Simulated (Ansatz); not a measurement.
# Bi (Im-3m) in Ansatz: settings compared

The runs below take Bi through single point, with rPW86-PBE+D3(BJ), PBE.

Program: Ansatz 0.2.0. These are calculated values, not measurements. Logs are shortened: lines on timing, memory, paths and dates and some standing lists are left out, and cuts for length are marked.

### Step 1. Starting point

Symmetry: Im-3m, No. 229, cubic system. The conventional cell has a = 3.963 Å, b = 3.963 Å, c = 3.963 Å, α = 90.00°, β = 90.00°, γ = 90.00°. Bi (site symmetry m-3m) is surrounded by 8 Bi at 3.43 Å.

This isn't the form of Bi at room conditions, which is rhombohedral.

### Step 2. Single point, rPW86-PBE+D3(BJ), non-collinear spin, ferromagnetic start

The input, input.yaml:

```yaml
crystal:
  lattice:
    - [-1.9814305318, 1.9814305318, 1.9814305318]
    - [1.9814305318, -1.9814305318, 1.9814305318]
    - [1.9814305318, 1.9814305318, -1.9814305318]
  atoms:
    - { symbol: Bi, position_ang: [0.0, 0.0, 0.0], spin: 0.501, spin_axis: [0.57735, 0.57735, 0.57735] }
kpoints:
  mp_grid: { grid: [7, 7, 7] }
scf:
  occupations: { method: fermi_dirac, width: 0.15 }
hamiltonian:
  xc: { exchange: rpw86, correlation: pbe }
  dispersion: d3bj
  pseudopotentials:
    kind: all_electron
    lapw: { basis_error: 0.0005, muffin_tin_radii: { Bi: 1.664 } }
    nuclear_model: point
magnetization:
  noncollinear: true
output:
  forces: true
  stress: true
  eigenvalues: true
```

Potentials or basis: all-electron LAPW, point nuclei.

Launch:

```console
ansatz run input.yaml --threads 1 --pin off --max-ram 2560MiB --backend cpu --events-out ev --progress --plain --runs-dir out
```

The program printed:

```text
Warning: RAYON_NUM_THREADS=1 ignored (pool sized by the plan → 1); use --threads N
LAPW: plane waves up to 7.012 Å⁻¹, error target 5.0e-4 eV per atom; small_component_spin mean_spin; Bi in spheres of 1.664 Å, 37 of its electrons in bands, Dirac shells [] (how accurate: hamiltonian.pseudopotentials.lapw.basis_error, Limitations)
Engine: ansatz 0.2.0, aarch64-unknown-linux-gnu
Pseudopotentials: kind: all_electron
Pseudopotential: Bi, LAPW, valence charge 37, lapw/all_electron/scalar/Bi, Koelling and Harmon's equation, point nucleus
Functional definition: unnamed
  exchange = rpw86_x
  correlation = pbe_c
this run first makes a single point of its starting geometry on two collinear spin channels, or without spin where it has no moments, for its own SCFs to start from. `scf.lower_state_search: off` leaves that single point out
Crystal: 1 atoms, lattice volume = 31.117 Å³
Basis set: ecut = 187.3097594716304 eV, 177 PW (Γ), exchange–correlation at level 2
Bands: 23, of which v1, the nominal top of the filled ones, is band 19 counted from 1 (18 counted from 0)
Symmetry: 48 space group operations
Space group: Im-3m (ITA 229), of the structure as read, at distance tolerance 3.1e-5 Å
Magnetic group: BNS 229.140 (UNI 1642), of the structure as read, at distance tolerance 3.1e-5 Å
k-points: 20 of 343
Non-local potential: Bi, projectors of the file, none
Initial density: superposition of atomic densities (chi_scale 0.1, normalization cell)
Starting moments: Σ|m| = 0.501 μB on 1 of 1 site
Initial wavefunctions: plane waves of lowest kinetic energy (no species holds an atomic orbital)
Functional: x = rpw86, c = pbe(β = 0.06672455060314922)
iter 1 solved again at ethr=6.85e-6 eV; its pass at ethr=1.00e-1 eV (dr2=2.54e-3 eV) is discarded
SCF iter   1: F=—  HF=-585968.105701 eV  |F-HF|=—  |Δ(HF+E_count)|=         —  Δρ=6.70e-3 (↑6.70e-3 ↓6.52e-3)  dr2=2.57e-3  dr2_m=1.16e-2  M=0.114 μB ∫|m|=0.117 μB  β_m=0.30  ethr=6.85e-6  ⟨swp⟩=3.8  Hψ=6158  notcnv=0
preconditioner: auto → Kerker (q_TF=auto, 2.808 Å⁻¹)  [metal: Δε(μ)=0.218 eV  Ē_g=24.055 eV  σ=0.150 eV  W_gap=0.33  n_scr=12 (ndim 8)  ℏωp=25.8 eV  f_vac=0.000  D(μ)=0.81/eV (n_scr^D=0)]
spin=Collinear: Kerker preconditioning applied to the charge; magnetization (m = ρ↑ − ρ↓) channel mixes plain (no charge-response kernel on spin).
SCF iter   2: F=—  HF=-585968.115971 eV  |F-HF|=—  |Δ(HF+E_count)|=   1.03e-2  Δρ=5.13e-3 (↑5.13e-3 ↓5.04e-3)  dr2=1.74e-3  dr2_m=6.80e-3  M=0.088 μB ∫|m|=0.091 μB  β_m=0.30  ethr=6.85e-6  ⟨swp⟩=2.4  Hψ=2702  notcnv=0
SCF iter   3: F=—  HF=-585968.123190 eV  |F-HF|=—  |Δ(HF+E_count)|=   7.22e-3  Δρ=3.84e-3 (↑3.83e-3 ↓3.84e-3)  dr2=6.64e-4  dr2_m=4.00e-3  M=0.067 μB ∫|m|=0.070 μB  β_m=0.30  ethr=4.69e-6  ⟨swp⟩=2.9  Hψ=2752  notcnv=0
SCF iter   4: F=—  HF=-585968.127858 eV  |F-HF|=—  |Δ(HF+E_count)|=   4.67e-3  Δρ=2.91e-3 (↑2.88e-3 ↓2.91e-3)  dr2=1.31e-4  dr2_m=2.35e-3  M=0.052 μB ∫|m|=0.054 μB  β_m=0.30  ethr=1.80e-6  ⟨swp⟩=2.9  Hψ=2765  notcnv=0
SCF iter   5: F=—  HF=-585968.130431 eV  |F-HF|=—  |Δ(HF+E_count)|=   2.57e-3  Δρ=2.22e-3 (↑2.20e-3 ↓2.22e-3)  dr2=2.80e-5  dr2_m=1.38e-3  M=0.040 μB ∫|m|=0.042 μB  β_m=0.30  ethr=3.54e-7  ⟨swp⟩=2.9  Hψ=2773  notcnv=0
SCF iter   6: F=—  HF=-585968.131926 eV  |F-HF|=—  |Δ(HF+E_count)|=   1.50e-3  Δρ=1.70e-3 (↑1.69e-3 ↓1.70e-3)  dr2=2.98e-6  dr2_m=8.16e-4  M=0.031 μB ∫|m|=0.032 μB  β_m=0.30  ethr=7.57e-8  ⟨swp⟩=3.0  Hψ=2788  notcnv=0
SCF iter   7: F=—  HF=-585968.132803 eV  |F-HF|=—  |Δ(HF+E_count)|=   8.77e-4  Δρ=1.30e-3 (↑1.30e-3 ↓1.30e-3)  dr2=3.68e-7  dr2_m=4.81e-4  M=0.024 μB ∫|m|=0.025 μB  β_m=0.30  ethr=8.04e-9  ⟨swp⟩=3.1  Hψ=2835  notcnv=0
SCF iter   8: F=—  HF=-585968.133325 eV  |F-HF|=—  |Δ(HF+E_count)|=   5.22e-4  Δρ=9.98e-4 (↑9.97e-4 ↓9.98e-4)  dr2=2.17e-7  dr2_m=2.84e-4  M=0.019 μB ∫|m|=0.019 μB  β_m=0.30  ethr=9.93e-10  ⟨swp⟩=3.7  Hψ=3040  notcnv=0
Mixer restart at iter 8: flushing history
spin-set hold released at iteration 8 (site moments contracting): the magnetisation degrees of freedom join the quasi-Newton model from the next iteration; the mixer history was flushed
SCF iter   9: F=—  HF=-585968.133638 eV  |F-HF|=—  |Δ(HF+E_count)|=   3.13e-4  Δρ=7.67e-4 (↑7.66e-4 ↓7.67e-4)  dr2=1.48e-7  dr2_m=1.68e-4  M=0.014 μB ∫|m|=0.015 μB  β_m=0.65  ethr=5.86e-10  ⟨swp⟩=3.7  Hψ=3049  notcnv=0
iter 10 solved again at ethr=2.19e-11 eV; its pass at ethr=4.01e-10 eV (dr2=8.10e-9 eV) is discarded
SCF iter  10: F=—  HF=-585968.134107 eV  |F-HF|=—  |Δ(HF+E_count)|=   4.69e-4  Δρ=1.54e-5 (↑1.54e-5 ↓1.53e-5)  dr2=8.10e-9  dr2_m=6.58e-8  M=0.000 μB ∫|m|=0.000 μB  β_m=0.82  ethr=2.19e-11  ⟨swp⟩=2.0  Hψ=5006  notcnv=0
SCF iter  11: F=—  HF=-585968.134108 eV  |F-HF|=—  |Δ(HF+E_count)|=   8.57e-7  Δρ=5.74e-6 (↑5.68e-6 ↓5.74e-6)  dr2=2.90e-9  dr2_m=8.78e-9  M=0.000 μB ∫|m|=0.000 μB  β_m=0.91  ethr=2.19e-11  ⟨swp⟩=3.9  Hψ=3096  notcnv=0
SCF iter  12: F=—  HF=-585968.134108 eV  |F-HF|=—  |Δ(HF+E_count)|=   1.48e-7  Δρ=1.07e-6 (↑8.95e-7 ↓1.07e-6)  dr2=6.50e-10  dr2_m=1.78e-10  M=0.000 μB ∫|m|=0.000 μB  β_m=0.96  ethr=7.84e-12  ⟨swp⟩=3.9  Hψ=3090  notcnv=0
SCF iter  13: F=-585968.134108 eV  HF=-585968.134108 eV  |F-HF|=1.16e-10  |Δ(HF+E_count)|=   4.77e-9  Δρ=2.11e-7 (↑2.11e-7 ↓1.94e-7)  dr2=7.23e-11  dr2_m=1.96e-12  M=-0.000 μB ∫|m|=0.000 μB  ethr=2.38e-12 (applied; sched 1.76e-12)  ⟨swp⟩=3.7  Hψ=2931  notcnv=0
SCF 1 converged in 13 iterations: F = -585968.134108 eV  dr2 = 7.23e-11
this run first made a single point of its starting geometry. This run's own SCFs start from that state's density.
Bands: 46, of which v1, the nominal top of the filled ones, is band 37 counted from 1 (36 counted from 0)
Symmetry: 48 space group operations + 48 with time reversal
Moments: of one size on atoms that these operations exchange, one fixing the others by the rotation that the starting moments gave each, and all in one plane where the starting moments lie in one or along one axis (crystal.symmetry.detect: false holds none)
Initial density: read from a saved state, or passed on in memory by an earlier SCF of this step, an earlier step, the calling program or the single point that the run made first
Stability of the state it starts from, as read at its close in the collinear treatment: not read negative (Ritz values of 1 − χ₀K, real part plus size of imaginary part, from 0.76 to 0.79, by its mixing steps under the symmetry group of the SCF that read it); its run was given moments
Starting moments: Σ|m| = 0.501 μB on 1 of 1 site; this step starts from the density that it was given
iter 1 solved again at ethr=1.08e-9 eV; its pass at ethr=1.00e-1 eV (dr2=3.99e-7 eV) is discarded
SCF iter   1: F=—  HF=-585968.134108 eV  |F-HF|=—  |Δ(HF+E_count)|=         —  Δρ=1.63e-7  dr2=8.45e-12  dr2_m=1.97e-12  ethr=1.08e-9  |M|=1.25e-6 ∫|m|=1.69e-6 μB  β_m=0.30  ⟨swp⟩=7.0  Hψ=8489  notcnv=0
preconditioner: auto → Kerker (q_TF=auto, 2.808 Å⁻¹)  [metal: Δε(μ)=0.232 eV  Ē_g=24.093 eV  σ=0.150 eV  W_gap=0.36  n_scr=12 (ndim 8)  ℏωp=25.8 eV  f_vac=0.000  D(μ)=0.81/eV (n_scr^D=0)]
spin=Noncollinear: Kerker preconditioning applied to the charge; magnetization (m_x, m_y, m_z) channels mix plain (no charge-response kernel on spin).
SCF iter   2: F=-585968.134108 eV  HF=-585968.134108 eV  |F-HF|=2.33e-10  |Δ(HF+E_count)|=   1.05e-9  Δρ=1.53e-7  dr2=8.00e-12  dr2_m=1.21e-12  ethr=5.06e-12 (applied; sched 1.00e-12)  |M|=9.95e-7 ∫|m|=1.34e-6 μB  ⟨swp⟩=3.0  Hψ=2966  notcnv=0
WARN: the starting moments were not kept: the SCF closed with an absolute magnetisation of 1.3e-6 μB, where they sum to 0.501 μB in size (1 site). That is at most 0.1 of that sum. Measured as dr2_m measures the in/out step, that magnetisation stands 2.0e-13 eV from none, at or under the dr2_threshold of 1.0e-7 eV: it is no larger than a step whose dr2_m would equal this threshold. The system may hold no moment; this SCF shows only that its start led to no more than that. This SCF took its magnetisation from a saved state (the deck's checkpoint.read, a session's seed or a resume), or from the single point or search that the run made first, and not from the starting moments. Where the run's atoms have moved since that state, how it is taken is a key of its own (checkpoint.density_extrapolation: follow_atoms, where typed, takes the whole of its magnetisation to them with its atoms, but for some exceptions; the density_extrapolation keyword of a session's seed is the same key). To be rid of a resumed run's state, run its deck in a fresh run directory. To be rid of the state of a single point that the run made first, give starting moments in the input or, where a deck that gives them still makes one, type scf.lower_state_search: off. To try another start, run it without that state.
SCF 2 converged in 2 iterations: F = -585968.134108 eV  dr2 = 8.00e-12
SCF converged after 2 iterations
Stability not checked: this state was not tested for a lower state beside it, because this non-collinear magnet's GGA is evaluated by the locally collinear projection, under which the energy is not smooth in the magnetisation (locally_collinear_gga; see scf.lower_state_search)
Magnetization: |M| = 0.0000 μB,  M = (-0.0000, -0.0000, -0.0000) μB
Absolute magnetization: 0.0000 μB (∫|m|)
Moment direction: held on its axis by an average over the rotations of spin about it
  site 0: m = (-0.0000, -0.0000, -0.0000) μB, |m| = 0.0000 μB  (R = 1.66 Å)
Free energy (F): -585968.134108 eV
Harris-Foulkes:  -585968.134108 eV  (|F-HF|=2.33e-10)
Internal energy: -585968.074056 eV  (E = F + TS)
E sigma→0 (E₀):  -585968.104082 eV
Entropy (-TS):   -0.060053 eV (-60.053 meV/atom)
Fermi energy:    16.019696 eV
--- Per-component energies (eV) ---
  E_band       = -2594.568480
  E_kinetic    = 679472.518479
  E_xc         = -10894.669418
  E_electrostatic = -1254545.350966  (all electrons and nuclei)
  E_disp       = -0.572150  (pairwise vdW)
  E_smearing   = -0.060053  (= −TS)
  E_closure    = 0.000000  (closes the sum)
  E_atoms      = -585964.198557  (free atoms, spherical and without spin; not in F)
  Σ components = -585968.134108   (vs F -585968.134108, Δ=0.00e0)
  Basis errors (estimates in eV, not in F): energy 4.0e-4 per atom: plane waves 3.9e-4 (2.8e-4 summed), levels above the bands 1.5e-32, relativity 8.0e-8, radial functions 8.8e-6, core shells 2.3e-9; eigenvalues (radial functions only) 1.3e-5; not estimated: angular momenta, meshes, grids; target (lapw.basis_error) 5.0e-4; muffin-tin radii Bi 1.664 Å
--- Forces (eV/Å), atoms counted from 1 ---
  atom   1  Bi    -0.00000000     0.00000000     0.00000000
  max |Σ_I F_I| component: 1.08e-26 eV/Å
--- Stress (GPa, compression-positive) ---
        2.645271       0.000000      -0.000000
        0.000000       2.645271       0.000000
       -0.000000       0.000000       2.645271
  P = ⅓ Tr σ = 2.6453 GPa (26.453 kbar)
--- Band table (eV; the first three rows and the last of 20) ---
  k-point 0: bands = ["-137.2247", "-137.2247", "-132.1827", "-132.1827", "-132.1827", "-132.1827", "-132.1827", "-132.1827", "-132.1825", "-132.1825", "-132.1825", "-132.1825", "-132.1825", "-132.1825", "-132.1823", "-132.1823", "-75.4403", "-75.4403", "-75.4403", "-75.4403", "-75.4403", "-75.4403", "-6.9255", "-6.9255", "-6.9255", "-6.9255", "-6.9255", "-6.9255", "-6.7933", "-6.7933", "-6.7933", "-6.7933", "2.5185", "2.5185", "21.0552", "21.0552", "21.0552", "21.0552", "21.0552", "21.0552", "25.3936", "25.3936", "26.6328", "26.6328", "26.6328", "26.6328"]
  k-point 1: bands = ["-137.2247", "-137.2247", "-132.1827", "-132.1827", "-132.1827", "-132.1827", "-132.1827", "-132.1827", "-132.1825", "-132.1825", "-132.1825", "-132.1825", "-132.1825", "-132.1825", "-132.1823", "-132.1823", "-75.4406", "-75.4406", "-75.4404", "-75.4404", "-75.4402", "-75.4402", "-6.9330", "-6.9330", "-6.9130", "-6.9130", "-6.8860", "-6.8860", "-6.8017", "-6.8017", "-6.7948", "-6.7948", "2.8866", "2.8866", "18.2444", "18.2444", "20.1040", "20.1040", "20.7445", "20.7445", "24.5190", "24.5190", "25.4080", "25.4080", "26.3448", "26.3448"]
  k-point 2: bands = ["-137.2247", "-137.2247", "-132.1827", "-132.1827", "-132.1827", "-132.1827", "-132.1827", "-132.1827", "-132.1825", "-132.1825", "-132.1825", "-132.1825", "-132.1825", "-132.1825", "-132.1823", "-132.1823", "-75.4413", "-75.4413", "-75.4407", "-75.4407", "-75.4402", "-75.4402", "-6.9498", "-6.9498", "-6.8958", "-6.8958", "-6.8112", "-6.8112", "-6.7981", "-6.7981", "-6.7961", "-6.7961", "3.9340", "3.9340", "14.3564", "14.3564", "18.6012", "18.6012", "20.0490", "20.0490", "22.9727", "22.9727", "24.3318", "24.3318", "26.9194", "26.9194"]
  k-point 19: bands = ["-137.2246", "-137.2246", "-132.1827", "-132.1827", "-132.1827", "-132.1827", "-132.1827", "-132.1827", "-132.1825", "-132.1825", "-132.1825", "-132.1825", "-132.1825", "-132.1825", "-132.1823", "-132.1823", "-75.4416", "-75.4416", "-75.4416", "-75.4416", "-75.4416", "-75.4416", "-6.9266", "-6.9266", "-6.9195", "-6.9195", "-6.7436", "-6.7436", "-6.7436", "-6.7436", "-6.7410", "-6.7410", "7.2983", "7.2983", "14.0041", "14.0041", "14.4589", "14.4589", "14.4589", "14.4589", "19.8844", "19.8844", "20.8340", "20.8340", "30.9393", "30.9393"]
```

Wall time 25 s (1 thread of Arm Neoverse V2, shared host); peak memory 0.37 GiB.

Results:

- Free energy: -585968.1341 eV
- Pressure: 2.6 GPa
- Band gap on the k mesh: none (metal or under the smearing width)
- Net moment: 0.00 μB per cell
- Absolute moment: 0.00 μB per cell

Moments on the atoms (μB; x, y, z):
```
Bi  0.00 0.00 0.00
```

Caveat: the k mesh is thin for a metal, which can move the energy by tens of meV per atom; spin-orbit coupling is left out, which moves the levels of the heavy elements; pairwise dispersion overbinds metals, which lowers pressure and volume; the starting moments weren't kept.

### Step 3. Single point, PBE, collinear spin, ferromagnetic start

The input, input.yaml:

```yaml
crystal:
  lattice:
    - [-1.9814305318, 1.9814305318, 1.9814305318]
    - [1.9814305318, -1.9814305318, 1.9814305318]
    - [1.9814305318, 1.9814305318, -1.9814305318]
  atoms:
    - { symbol: Bi, position_ang: [0.0, 0.0, 0.0], spin: 0.5 }
kpoints:
  mp_grid: { grid: [9, 9, 9] }
scf:
  occupations: { method: gaussian, width: 0.01 }
hamiltonian:
  xc: pbe
  pseudopotentials:
    kind: all_electron
    lapw: { basis_error: 0.001, muffin_tin_radii: { Bi: 1.544 } }
    dirac_shells: { Bi: ["4p", "4d"] }
magnetization:
  spin_polarized: true
output:
  forces: true
  stress: true
  eigenvalues: true
  xc_energy_on_converged_density: [blyp, revpbe, rpbe]
```

Potentials or basis: all-electron LAPW, inner shells corrected to Dirac's equation.

Launch:

```console
ansatz run input.yaml --threads 1 --pin off --max-ram 2560MiB --backend cpu --events-out ev --progress --plain --runs-dir out
```

The program printed:

```text
Warning: RAYON_NUM_THREADS=1 ignored (pool sized by the plan → 1); use --threads N
LAPW: plane waves up to 7.424 Å⁻¹, error target 1.0e-3 eV per atom; small_component_spin mean_spin; Bi in spheres of 1.544 Å, 37 of its electrons in bands, Dirac shells [2p, 3p, 4p, 3d, 4d] (how accurate: hamiltonian.pseudopotentials.lapw.basis_error, Limitations)
[... 2 set-up lines as earlier in the session ...]
Pseudopotential: Bi, LAPW, valence charge 37, lapw/all_electron/scalar/gaussian/Bi, Koelling and Harmon's equation with Dirac's for 2p 3p 4p 3d 4d, gaussian nucleus
Functional definition: PBE
  parameter kappa = 0.804
  parameter beta = 0.06672455060314922
[... 68 lines left out ...]
       -0.000000       0.000000       0.893153
  P = ⅓ Tr σ = 0.8932 GPa (8.932 kbar)
--- E_xc of listed functionals on the converged density (eV per cell; not total energies) ---
  on the closing iteration's output density plus the core of the run's pseudopotentials (for a meta-GGA, its output tau too, plus the cores' where a run under it adds that), as the run's own E_xc is; on PAW an entry holds the one-centre parts besides; self-consistent for pbe alone
  E_xc = -10875.991135  blyp
  E_xc = -10857.929470  revpbe
  E_xc = -10862.384433  rpbe
--- Band table (eV; the first three rows and the last of 70) ---
  k-point 0 ↑: bands = ["-137.3846", "-132.4670", "-132.4670", "-132.4670", "-132.4668", "-132.4668", "-132.4668", "-132.4666", "-75.6484", "-75.6484", "-75.6484", "-7.1625", "-7.1625", "-7.1625", "-7.0339", "-7.0339", "2.3687", "21.0067", "21.0067", "21.0067", "25.0348", "26.3292", "26.3292"]
  k-point 1 ↑: bands = ["-137.3846", "-132.4670", "-132.4670", "-132.4670", "-132.4668", "-132.4668", "-132.4668", "-132.4666", "-75.6486", "-75.6485", "-75.6484", "-7.1671", "-7.1546", "-7.1382", "-7.0393", "-7.0349", "2.5937", "18.9962", "20.3634", "20.8040", "24.6761", "25.4244", "26.0780"]
  k-point 2 ↑: bands = ["-137.3846", "-132.4670", "-132.4670", "-132.4670", "-132.4668", "-132.4668", "-132.4668", "-132.4666", "-75.6491", "-75.6487", "-75.6484", "-7.1789", "-7.1388", "-7.0762", "-7.0493", "-7.0372", "3.2521", "15.8737", "19.1467", "20.2830", "23.2340", "24.4517", "26.2423"]
  k-point 34 ↓: bands = ["-137.3838", "-132.4666", "-132.4666", "-132.4666", "-132.4664", "-132.4664", "-132.4664", "-132.4662", "-75.6490", "-75.6490", "-75.6490", "-7.1668", "-7.1624", "-6.9754", "-6.9754", "-6.9738", "7.3474", "13.9109", "14.2202", "14.2202", "19.5058", "20.1196", "30.8848"]
```

It took 15 s on 1 thread of Arm Neoverse V2, shared host; peak memory 0.29 GiB.

Results:

| Item | Value |
| --- | --- |
| Free energy | -587073.4132 eV |
| Pressure | 0.9 GPa |
| Band gap on the k mesh | none (metal or under the smearing width) |
| Net moment | 0.01 μB per cell |
| Absolute moment | 0.01 μB per cell |

Levels at points of the mesh, in eV from the Fermi level:
Spin up:
| k point | band 14 | band 15 | band 16 | band 17 | band 18 | band 19 | band 20 | band 21 | band 22 | band 23 |
| --- | --- | --- | --- | --- | --- | --- | --- | --- | --- | --- |
| (0.00, 0.00, 0.00) | -23.07 | -22.94 | -22.94 | -13.54 | 5.10 | 5.10 | 5.10 | 9.13 | 10.42 | 10.42 |
Spin down:
| k point | band 15 | band 16 | band 17 | band 18 | band 19 | band 20 | band 21 | band 22 |
| --- | --- | --- | --- | --- | --- | --- | --- | --- |
| (0.00, 0.00, 0.00) | -22.94 | -22.94 | -13.53 | 5.11 | 5.11 | 5.11 | 9.14 | 10.43 |

Caveat: spin-orbit coupling is left out, which moves the levels of the heavy elements; the starting moments weren't kept.

### Step 4. The reference run

An earlier run on the cell as given: functional PBE; potentials or basis all-electron LAPW, scalar-relativistic; cutoff 159 eV (chosen from the basis error); basis error allowed 0.001 eV/atom; k mesh 9 × 9 × 9; occupations fermi-dirac, width 0.05 eV; no spin polarisation.

* Pressure: 0.9 GPa
* Band gap on the k mesh: none (metal or under the smearing width)

### Step 5. Overview

| level | potentials or basis | spin | k mesh | cutoff (eV) | smearing | sphere radius (all atoms) | other functionals evaluated on the density | basis error allowed | other keys | gap on the mesh (eV) | pressure (GPa) | moment (μB) |
| --- | --- | --- | --- | --- | --- | --- | --- | --- | --- | --- | --- | --- |
| rPW86-PBE+D3(BJ) | all-electron LAPW, point nuclei | non-collinear, ferromagnetic start | 7 × 7 × 7 | 187 | fermi-dirac 0.15 eV | 1.664 Å | - | 0.0005 eV/atom | hamiltonian.pseudopotentials.lapw.muffin_tin_radii = 1.664 | none | 2.6 | 0.00 |
| PBE | all-electron LAPW, inner shells corrected to Dirac's equation | collinear, ferromagnetic start | 9 × 9 × 9 | 210 | gaussian 0.01 eV | 1.544 Å | BLYP, revPBE, RPBE | 0.001 eV/atom | hamiltonian.pseudopotentials.lapw.muffin_tin_radii = 1.544 | none | 0.9 | 0.01 |
| PBE | all-electron LAPW, scalar-relativistic | off | 9 × 9 × 9 | 159 | fermi-dirac 0.05 eV | - | - | 0.001 eV/atom | - | none | 0.9 | - |

Alike in all rows: task single point; cell as given.

Caveats: spin-orbit coupling is left out, which moves the levels of the heavy elements; the starting moments weren't kept (some runs); the k mesh is thin for a metal, which can move the energy by tens of meV per atom (some runs); pairwise dispersion overbinds metals, which lowers pressure and volume (some runs).

Compare energies only between runs with the same functional and basis.
